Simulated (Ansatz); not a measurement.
## Sb: equation of state with LDA

The system is Sb.

```
Sb
1.0
     3.16000    0.00000    0.00000
     0.00000    3.16000    0.00000
     0.00000    0.00000    3.16000
Sb
1
Direct
  0.00000 0.00000 0.00000
```

This isn't the form of Sb at room conditions, which is rhombohedral.

- Program: Ansatz 0.2.0
- Task: equation of state
- Functional: LDA
- Potentials or basis: all-electron LAPW, scalar-relativistic
- Basis error allowed: 0.001 eV/atom
- k mesh: 8 × 8 × 8
- Occupations: fermi-dirac, width 0.05 eV
- Spin: no spin polarisation

```json
{"Equilibrium volume": "28.34 Å³/atom (rough: see the caveat)", "Bulk modulus": "69 GPa (rough)"}
```

Energy against volume, from the lowest point:
```csv
volume (Å³/atom),energy (meV/atom)
29.661,0.00
30.292,13.20
30.923,30.45
31.554,51.24
32.186,75.14
32.817,101.78
33.448,130.79
```

All runs of the series together: 13 s on 1 thread of Intel(R) Xeon(R) 6975P-C (Granite Rapids), with other jobs on the host.

Caveat: the minimum lies outside the volumes run. The run has no spin-orbit coupling, so splittings on Sb are missing.
